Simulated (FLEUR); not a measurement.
# free-standing square Cr monolayer, spacing 2.867 A: parallel and opposed starts, part 2 of 2

Aim: find out whether free-standing square Cr monolayer, spacing 2.867 A carries moments, and which collinear order costs least.

FLEUR MaX-R8.1; PBEsol; all-electron FLAPW film, Dirac cores, scalar-relativistic bands.

So far, largest spin moment in the muffin-tin sphere (μB): step 2 (run 1 (ferro +)) 4.34; step 3 (start 2: antiferro q=(0,1/2,0) +-) 4.18.

### Step 4. Start 3: antiferro q=(1/2,1/2,0) +-

An opposed order shows whether neighbours prefer unlike signs.

This order needs a doubled cell of 2 atoms. The mesh is halved along the doubled vector, so that both cells sample the same points. The k list default-1 (kpts.xml, not shown) is a Γ-centred 5×10×1 mesh.

The input, inp.xml:

```
<?xml version="1.0" encoding="UTF-8" standalone="no"?>
<fleurInput fleurInputVersion="0.39">
   <comment>
      Cr
   </comment>
   <calculationSetup>
      <cutoffs Kmax="3.6" Gmax="10.8" GmaxXC="10.8" numbands="0"/>
      <scfLoop itmax="120" minDistance="0.00002" maxIterBroyd="15" imix="Anderson" alpha="0.03" precondParam="0.0" spinf="2.0" sdNocoIR="T"/>
      <coreElectrons ctail="T" frcor="F" kcrel="0" coretail_lmax="0"/>
      <xcFunctional name="PBEs" relativisticCorrections="F"/>
      <magnetism jspins="2"/>
      <soc l_soc="F" theta="0.0" phi="0.0" spav="F"/>
      <expertModes spex="0" secvar="F"/>
      <geometryOptimization l_f="F" forcealpha="1.0" forcemix="BFGS" epsdisp="0.00001" epsforce="0.00001"/>
      <ldaU l_linMix="F" mixParam="0.05" spinf="1.0"/>
   </calculationSetup>
   <cell>
      <bzIntegration valenceElectrons="28.0" mode="hist" fermiSmearingEnergy="0.00183747">
         <kPointListSelection listName="default-1"/>
         <xi:include xmlns:xi="http://www.w3.org/2001/XInclude" href="kpts.xml"> </xi:include>
      </bzIntegration>
      <xi:include xmlns:xi="http://www.w3.org/2001/XInclude" href="sym.xml"> </xi:include>
      <filmLattice scale="1.0" dVac="5.94" dTilda="8.44">
         <bravaisMatrixFilm>
            <row-1>   10.8356895984563995     0.0000000000000000</row-1>
            <row-2>    5.4178447992281997     5.4178447992281997</row-2>
         </bravaisMatrixFilm>
         <vacuumEnergyParameters vacuum="1" spinUp="-.25" spinDown="-.25"/>
      </filmLattice>
   </cell>
   <atomSpecies>
      <species name="Chromium (2.500" element="Cr" atomicNumber="24">
         <mtSphere radius="2.57" gridPoints="849" logIncrement="0.014"/>
         <atomicCutoffs lmax="10" lnonsphr="8"/>
         <electronConfig flipSpins="F">
            <coreConfig>(1s1/2) (2s1/2) (2p1/2) (2p3/2)</coreConfig>
            <valenceConfig>(3s1/2) (3p1/2) (3p3/2) (4s1/2) (3d3/2) (3d5/2)</valenceConfig>
            <stateOccupation state="(4s1/2)" spinUp="0.5" spinDown="0.5"/>
            <stateOccupation state="(3d3/2)" spinUp="1.0" spinDown="1.0"/>
            <stateOccupation state="(3d5/2)" spinUp="2.75" spinDown="0.25"/>
         </electronConfig>
         <energyParameters s="4" p="4" d="3" f="4"/>
         <lo type="SCLO" l="0" n="3" eDeriv="0"/>
         <lo type="SCLO" l="1" n="3" eDeriv="0"/>
      </species>
      <species name="Chromium (-2.500" element="Cr" atomicNumber="24">
         <mtSphere radius="2.57" gridPoints="849" logIncrement="0.014"/>
         <atomicCutoffs lmax="10" lnonsphr="8"/>
         <electronConfig flipSpins="F">
            <coreConfig>(1s1/2) (2s1/2) (2p1/2) (2p3/2)</coreConfig>
            <valenceConfig>(3s1/2) (3p1/2) (3p3/2) (4s1/2) (3d3/2) (3d5/2)</valenceConfig>
            <stateOccupation state="(4s1/2)" spinUp="0.5" spinDown="0.5"/>
            <stateOccupation state="(3d3/2)" spinUp="1.0" spinDown="1.0"/>
            <stateOccupation state="(3d5/2)" spinUp="0.25" spinDown="2.75"/>
         </electronConfig>
         <energyParameters s="4" p="4" d="3" f="4"/>
         <lo type="SCLO" l="0" n="3" eDeriv="0"/>
         <lo type="SCLO" l="1" n="3" eDeriv="0"/>
      </species>
   </atomSpecies>
   <atomGroups>
      <atomGroup species="Chromium (2.500">
         <filmPos label="                   1">.0000000000 .0000000000 .0000000000</filmPos>
         <force calculate="T" relaxXYZ="TTT"/>
      </atomGroup>
      <atomGroup species="Chromium (-2.500">
         <filmPos label="                   2">1.000/2.000 .0000000000 .0000000000</filmPos>
         <force calculate="T" relaxXYZ="TTT"/>
      </atomGroup>
   </atomGroups>
   <output dos="F" band="F" slice="F">
      <bandDOS minEnergy="-.5*Htr" maxEnergy="0.5*Htr" sigma="0.015" storeEVData="T"/>
      <plotting iplot="0" polar="F">
         <plot TwoD="T" vec1="  1.0  0.0  0.0" vec2="  0.0  1.0  0.0" vec3="  0.0  0.0  1.0" zero="  0.0  0.0 -0.5" file="plot"/>
      </plotting>
      <moessbauerParams electricFieldGradient="F" isomerShift="F" coreHyperfine="F" valenceHyperfine="F"/>
   </output>
</fleurInput>
```

The input, crystal.txt:

```
Cr
&input film=T cartesian=F /
5.73400000000  0.00000000000  0.00000000000
2.86700000000  2.86700000000  0.00000000000
0.00000000000  0.00000000000  1.00000000000
1.8897261246
1.0 1.0 1.0

2
24 0.00000000000  0.00000000000  0.00000000000 : 2.500
24 0.50000000000  0.00000000000  0.00000000000 : -2.500

&kpt div1=5 div2=10 div3=1 gamma=T /
```

Run with:

```sh
$ OMP_NUM_THREADS=1 inpgen -f crystal.txt > inpgen.log  # inp.xml is then edited as shown
$ OMP_NUM_THREADS=1 mpirun -n 4 fleur_MPI > fleur.log
```

The program printed:

```text
[banner, memory and clock lines left out]
Welcome to FLEUR        (www.flapw.de)
      MaX-Release 8.1          (www.max-centre.eu)

 ========== k-point set info ==========
 Selected k-point list: default-1
 k-point list type: mesh
 0 x 0 x 0
 Number of k points: 20

 [... set-up left out ...]
 Iteration:     1   Distance:      19.16539611 me/bohr^3
 Iteration:     2   Distance:      15.48295803 me/bohr^3
 Iteration:     3   Distance:      16.12354975 me/bohr^3
 Iteration:     4   Distance:      23.65320309 me/bohr^3
 Iteration:     5   Distance:      13.48337204 me/bohr^3
[...]
<sumOfEigenvalues value="    -1242.0456384725">
               <coreElectrons value="-1208.7004217545"/>
               <valenceElectrons value="-33.3452167180"/>
            </sumOfEigenvalues>
         [... left out ...]
            <freeEnergy value="-2099.4739551832"/>
            <extrapolationTo0K value="-2099.4737483500"/>
         </totalEnergy>
         <densityConvergence units="me/bohr^3">
            <chargeDensity spin="1" distance="0.0000080584"/>
            <chargeDensity spin="2" distance="0.0000080505"/>
            <overallChargeDensity distance="0.0000098610"/>
            <spinDensity distance="0.0000127380"/>
         </densityConvergence>
      </iteration>
```

It took 44 s on 4 MPI ranks of Arm Neoverse V1, shared host; peak memory 0.39 GiB.

Spin moment in the muffin-tin sphere by atom:

```
atom  spin moment in the muffin-tin sphere (μB)
 Cr1                                       3.99
 Cr2                                      -3.99
```

This step gave:

```yaml
free_energy: -57129.5967 eV
program_s_band_gap_on_this_mesh_in_a_metal_only_a_level_spacing: 0.09497 eV
magnetization: 0 μB
final_state: antiferromagnetic
```

It lies 392 meV a seeded atom under the first start, and its largest moment is 3.99 μB against 4.34 μB.

### Step 5. Start 4: no spin polarisation

Without spin polarisation no moment can form, so the difference from the other runs is what forming moments gains.

The k list default-1 (kpts.xml, not shown) is a Γ-centred 10×10×1 mesh.

The input, inp.xml:

```
<?xml version="1.0" encoding="UTF-8" standalone="no"?>
<fleurInput fleurInputVersion="0.39">
   <comment>
      Cr
   </comment>
   <calculationSetup>
      <cutoffs Kmax="3.6" Gmax="10.8" GmaxXC="10.8" numbands="0"/>
      <scfLoop itmax="120" minDistance="0.00002" maxIterBroyd="15" imix="Anderson" alpha="0.03" precondParam="0.0" spinf="2.0" sdNocoIR="T"/>
      <coreElectrons ctail="T" frcor="F" kcrel="0" coretail_lmax="0"/>
      <xcFunctional name="PBEs" relativisticCorrections="F"/>
      <magnetism jspins="1"/>
      <soc l_soc="F" theta="0.0" phi="0.0" spav="F"/>
      <expertModes spex="0" secvar="F"/>
      <geometryOptimization l_f="F" forcealpha="1.0" forcemix="BFGS" epsdisp="0.00001" epsforce="0.00001"/>
      <ldaU l_linMix="F" mixParam="0.05" spinf="1.0"/>
   </calculationSetup>
   <cell>
      <bzIntegration valenceElectrons="14.0" mode="hist" fermiSmearingEnergy="0.00183747">
         <kPointListSelection listName="default-1"/>
         <xi:include xmlns:xi="http://www.w3.org/2001/XInclude" href="kpts.xml"> </xi:include>
      </bzIntegration>
      <xi:include xmlns:xi="http://www.w3.org/2001/XInclude" href="sym.xml"> </xi:include>
      <filmLattice scale="1.0" dVac="5.94" dTilda="8.44">
         <bravaisMatrixFilm>
            <row-1>    5.4178447992281997     0.0000000000000000</row-1>
            <row-2>    0.0000000000000000     5.4178447992281997</row-2>
         </bravaisMatrixFilm>
         <vacuumEnergyParameters vacuum="1" spinUp="-.25" spinDown="-.25"/>
      </filmLattice>
   </cell>
   <atomSpecies>
      <species name="Chromium (Cr)" element="Cr" atomicNumber="24">
         <mtSphere radius="2.57" gridPoints="849" logIncrement="0.014"/>
         <atomicCutoffs lmax="10" lnonsphr="8"/>
         <electronConfig flipSpins="F">
            <coreConfig>(1s1/2) (2s1/2) (2p1/2) (2p3/2)</coreConfig>
            <valenceConfig>(3s1/2) (3p1/2) (3p3/2) (4s1/2) (3d3/2) (3d5/2)</valenceConfig>
            <stateOccupation state="(4s1/2)" spinUp="0.500000" spinDown="0.500000"/>
            <stateOccupation state="(3d3/2)" spinUp="1.000000" spinDown="1.000000"/>
            <stateOccupation state="(3d5/2)" spinUp="1.500000" spinDown="1.500000"/>
         </electronConfig>
         <energyParameters s="4" p="4" d="3" f="4"/>
         <lo type="SCLO" l="0" n="3" eDeriv="0"/>
         <lo type="SCLO" l="1" n="3" eDeriv="0"/>
      </species>
   </atomSpecies>
   <atomGroups>
      <atomGroup species="Chromium (Cr)">
         <filmPos label="                   1">.0000000000 .0000000000 .0000000000</filmPos>
         <force calculate="T" relaxXYZ="TTT"/>
      </atomGroup>
   </atomGroups>
   <output dos="F" band="F" slice="F">
      <bandDOS minEnergy="-.5*Htr" maxEnergy="0.5*Htr" sigma="0.015" storeEVData="T"/>
      <plotting iplot="0" polar="F">
         <plot TwoD="T" vec1="  1.0  0.0  0.0" vec2="  0.0  1.0  0.0" vec3="  0.0  0.0  1.0" zero="  0.0  0.0 -0.5" file="plot"/>
      </plotting>
      <moessbauerParams electricFieldGradient="F" isomerShift="F" coreHyperfine="F" valenceHyperfine="F"/>
   </output>
</fleurInput>
```

The input, crystal.txt:

```
Cr
&input film=T cartesian=F /
2.86700000000  0.00000000000  0.00000000000
0.00000000000  2.86700000000  0.00000000000
0.00000000000  0.00000000000  1.00000000000
1.8897261246
1.0 1.0 1.0

1
24 0.00000000000  0.00000000000  0.00000000000

&kpt div1=10 div2=10 div3=1 gamma=T /
```

The program printed:

```text
[banner, memory and clock lines left out]
Welcome to FLEUR        (www.flapw.de)
      MaX-Release 8.1          (www.max-centre.eu)

 ========== k-point set info ==========
 Selected k-point list: default-1
 k-point list type: mesh
 0 x 0 x 0
 Number of k points: 24

 [... set-up left out ...]
 Iteration:     1   Distance:      28.13179644 me/bohr^3
 Iteration:     2   Distance:      23.93905781 me/bohr^3
 Iteration:     3   Distance:       8.93494855 me/bohr^3
 Iteration:     4   Distance:       7.76988973 me/bohr^3
 Iteration:     5   Distance:       4.39727104 me/bohr^3
[...]
<FermiEnergy value="-0.1707290784" units="Htr"/>
         [... left out ...]
         <totalEnergy value="    -1049.6622149779" units="Htr">
            <sumOfEigenvalues value="     -622.3559948089">
               <coreElectrons value="-605.1347398256"/>
               <valenceElectrons value="-17.2212549833"/>
            </sumOfEigenvalues>
         [... left out ...]
            <freeEnergy value="-1049.6638081112"/>
            <extrapolationTo0K value="-1049.6630115445"/>
         </totalEnergy>
         <densityConvergence units="me/bohr^3">
            <chargeDensity spin="1" distance="0.0000151930"/>
         </densityConvergence>
      </iteration>
```

Elapsed: 13 s, on 4 MPI ranks; peak memory 0.19 GiB; 51 s of CPU time.

Read from the output:

| Item | Value |
| --- | --- |
| free energy | -28562.8073 eV |
| program's band gap on this mesh (in a metal only a level spacing) | 0.01130 eV |
| final state | non-magnetic (no spin polarisation) |

It lies 1599 meV a seeded atom over the first start.

### Step 6. Another try

A slip in the input shows what the program catches and what it lets pass.

The input, inp.xml:

```
<?xml version="1.0" encoding="UTF-8" standalone="no"?>
<fleurInput fleurInputVersion="0.39">
   <comment>
      Cr
   </comment>
   <calculationSetup>
      <cutoffs Kmax="3.6" Gmax="10.8" GmaxXC="10.8" numbands="0"/>
      <scfLoop itmax="50" minDistance="0.00002" maxIterBroyd="15" imix="Anderson" alpha="0.03" precondParam="0.0" spinf="2.0" sdNocoIR="T"/>
      <coreElectrons ctail="T" frcor="F" kcrel="0" coretail_lmax="0"/>
      <xcFunctional name="PBEs" relativisticCorrections="F"/>
      <magnetism jspins="2"/>
      <soc l_soc="F" theta="0.0" phi="0.0" spav="F"/>
      <expertModes spex="0" secvar="F"/>
      <geometryOptimization l_f="F" forcealpha="1.0" forcemix="BFGS" epsdisp="0.00001" epsforce="0.00001"/>
      <ldaU l_linMix="F" mixParam="0.05" spinf="1.0"/>
   </calculationSetup>
   <cell>
      <bzIntegration valenceElectrons="14.0" mode="hist" fermiSmearingEnergy="0.00183747">
         <kPointListSelection listName="default-1"/>
         <xi:include xmlns:xi="http://www.w3.org/2001/XInclude" href="kpts.xml"> </xi:include>
      </bzIntegration>
      <xi:include xmlns:xi="http://www.w3.org/2001/XInclude" href="sym.xml"> </xi:include>
      <filmLattice scale="1.0" dVac="5.94" dTilda="8.44">
         <bravaisMatrixFilm>
            <row-1>    5.4178447992281997     0.0000000000000000</row-1>
            <row-2>    0.0000000000000000     5.4178447992281997</row-2>
         </bravaisMatrixFilm>
         <vacuumEnergyParameters vacuum="1" spinUp="-.25" spinDown="-.25"/>
      </filmLattice>
   </cell>
   <atomSpecies>
      <species name="Chromium (2.500" element="Cr" atomicNumber="24">
         <mtSphere radius="2.57" gridPoints="849" logIncrement="0.014"/>
         <atomicCutoffs lmax="10" lnonsphr="8"/>
         <electronConfig flipSpins="F">
            <coreConfig>(1s1/2) (2s1/2) (2p1/2) (2p3/2)</coreConfig>
            <valenceConfig>(3s1/2) (3p1/2) (3p3/2) (4s1/2) (3d3/2) (3d5/2)</valenceConfig>
            <stateOccupation state="(4s1/2)" spinUp="0.5" spinDown="0.5"/>
            <stateOccupation state="(3d3/2)" spinUp="1.0" spinDown="1.0"/>
            <stateOccupation state="(3d5/2)" spinUp="2.75" spinDown="0.25"/>
         </electronConfig>
         <energyParameters s="4" p="4" d="3" f="4"/>
         <lo type="SCLO" l="0" n="3" eDeriv="0"/>
         <lo type="SCLO" l="1" n="3" eDeriv="0"/>
      </species>
   </atomSpecies>
   <atomGroups>
      <atomGroup species="Chromium (2.500">
         <filmPos label="                   1">.0000000000 .0000000000 .0000000000</filmPos>
         <force calculate="T" relaxXYZ="TTT"/>
      </atomGroup>
   </atomGroups>
   <output dos="F" band="F" slice="F">
      <bandDOS minEnergy="-.5*Htr" maxEnergy="0.5*Htr" sigma="0.015" storeEVData="T"/>
      <plotting iplot="0" polar="F">
         <plot TwoD="T" vec1="  1.0  0.0  0.0" vec2="  0.0  1.0  0.0" vec3="  0.0  0.0  1.0" zero="  0.0  0.0 -0.5" file="plot"/>
      </plotting>
      <moessbauerParams electricFieldGradient="F" isomerShift="F" coreHyperfine="F" valenceHyperfine="F"/>
   </output>
</fleurInput>
```

The input, crystal.txt:

```
Cr
&input film=T cartesian=F /
2.86700000000  0.00000000000  0.00000000000
0.00000000000  2.86700000000  0.00000000000
0.00000000000  0.00000000000  1.00000000000
1.8897261246
1.0 1.0 1.0

1
24 0.00000000000  0.00000000000  0.00000000000 : 2.500

&kpt div1=1 div2=1 div3=1 gamma=T /
```

Run with:

```sh
$ OMP_NUM_THREADS=1 inpgen -f crystal.txt > inpgen.log  # inp.xml is then edited as shown
$ OMP_NUM_THREADS=4 fleur_MPI > fleur.log
```

The program printed:

```text
[banner, memory and clock lines left out]
Welcome to FLEUR        (www.flapw.de)
      MaX-Release 8.1          (www.max-centre.eu)

 ========== k-point set info ==========
 Selected k-point list: default-1
 k-point list type: mesh
 1 x 1 x 1
 Number of k points: 1

 [... set-up left out ...]
 Iteration:     1   Distance:      48.52071873 me/bohr^3
 Iteration:     2   Distance:      43.93363562 me/bohr^3
 Iteration:     3   Distance:      25.77193408 me/bohr^3
 Iteration:     4   Distance:      25.44683920 me/bohr^3
 Iteration:     5   Distance:      52.72520680 me/bohr^3
 Iteration:     6   Distance:      28.37700835 me/bohr^3
 Iteration:     7   Distance:      28.39987336 me/bohr^3
 Iteration:     8   Distance:      27.08756404 me/bohr^3
 Iteration:     9   Distance:      16.43628706 me/bohr^3
 Iteration:    10   Distance:       9.69257453 me/bohr^3
 Iteration:    11   Distance:      11.01388615 me/bohr^3
 Iteration:    12   Distance:       5.84538768 me/bohr^3
 Iteration:    13   Distance:       1.57813312 me/bohr^3
 Iteration:    14   Distance:       1.88582032 me/bohr^3
[... lines left out ...]
 Iteration:    23   Distance:       0.00626049 me/bohr^3
 Iteration:    24   Distance:       0.00173949 me/bohr^3
 Iteration:    25   Distance:       0.00446299 me/bohr^3
 Iteration:    26   Distance:       0.00016792 me/bohr^3
 Iteration:    27   Distance:       0.00061342 me/bohr^3
 Iteration:    28   Distance:       0.00008618 me/bohr^3
 Iteration:    29   Distance:       0.00000789 me/bohr^3

 ********************************************************************
 Run finished successfully
 Stop message:
   all done
 ********************************************************************

--- out.xml (last complete iteration) ---
<iteration numberForCurrentRun="   29" overallNumber="   29">
         [... left out ...]
         <bandgap value="0.3323011676" units="eV"/>
         <sumValenceSingleParticleEnergies value="-17.7664050229" units="Htr"/>
         <FermiEnergy value="-0.2127042042" units="Htr"/>
         [... left out ...]
         <magneticMomentsInMTSpheres units="muBohr">
            <globalMagMoment atomType="1" vec="0.00000   0.00000   3.73851"/>
         </magneticMomentsInMTSpheres>
         [... left out ...]
         <totalEnergy value="    -1049.8643767534" units="Htr">
            <sumOfEigenvalues value="     -623.0269053180">
               <coreElectrons value="-605.2605002951"/>
               <valenceElectrons value="-17.7664050229"/>
            </sumOfEigenvalues>
         [... left out ...]
            <freeEnergy value="-1049.8651601073"/>
            <extrapolationTo0K value="-1049.8647684304"/>
         </totalEnergy>
         <densityConvergence units="me/bohr^3">
            <chargeDensity spin="1" distance="0.0000074266"/>
            <chargeDensity spin="2" distance="0.0000014427"/>
            <overallChargeDensity distance="0.0000072277"/>
            <spinDensity distance="0.0000078888"/>
         </densityConvergence>
      </iteration>
```

The job ended after 13 s (1 MPI rank; peak memory 0.09 GiB).

The run converged, but its input is faulty, so its numbers are not to be trusted.

The fault in the input: one k-point for a small cell.

Side by side:

| quantity | this run | first run | difference |
| --- | --- | --- | --- |
| largest moment (μB) | 3.7385 | 4.3365 | -0.598 |
| magnetization (μB) | 4 | 5.024 | -1.02 |
| free energy (eV) | -28568.29 | -28564.41 | -3.88 |

One result that differs is the magnetization, 4 μB against 5.02 μB.

A single point can't sample the zone of a small cell; the mesh must follow the cell's size.

### Step 7. The states side by side

Free energies are divided by the number of seeded atoms, so that cells of unlike size compare. Wavevectors q in the names are fractions of the primitive cell's reciprocal vectors.

Orders:

| start | final state | typed order kept | energy over the lowest (meV a seeded atom) | largest sphere moment (μB) | net moment (μB a primitive cell) | mesh matched | CPU time (s) |
| --- | --- | --- | --- | --- | --- | --- | --- |
| ferro + | ferromagnetic | yes | 391.8 | 4.336 | 5.024 | yes | 96.44 |
| antiferro q=(0,1/2,0) +- | antiferromagnetic | yes | 88.45 | 4.18 | 0 | yes | 191.7 |
| antiferro q=(1/2,1/2,0) +- | antiferromagnetic | yes | 0 | 3.987 | 0 | yes | 175.2 |
| no spin polarisation | non-magnetic | - | 1991 | 0 | 0 | yes | 50.54 |

### Step 8. What came out

```json
{"lowest state found": "antiferromagnetic (typed antiferro q=(1/2,1/2,0) +-)", "largest site spin moment": "3.99 μB", "next finished state": "antiferromagnetic, 88.4 meV a seeded atom higher", "energy gained by spin polarisation": "1991 meV a seeded atom"}
```

In words: The lowest state found is antiferromagnetic, reached from the start antiferro q=(1/2,1/2,0) +-, with moments up to 3.99 μB. The next finished state costs 88 meV a seeded atom. Forming the largest moments gains far more than ordering them, so they should outlast the ordering temperature. This is the lowest of 4 finished starts, no proof of the ground state.

[Logs and program files are shortened in this print: banners, set-up blocks, solver, clock and traceback lines can be left out without a mark of their own.]

[Logs are printed without paths, hosts, clocks, repeated set-up lines and the standing remarks that a program may print on its own settings, such as how far it seeks lower states.]

[Hosts, paths, dates, database ids (printed as entryN), source tags and the programs' standing remarks are cut or masked in the printed files.]

[Where a cell is said to come from a database of computed structures, the database is the Materials Project.]
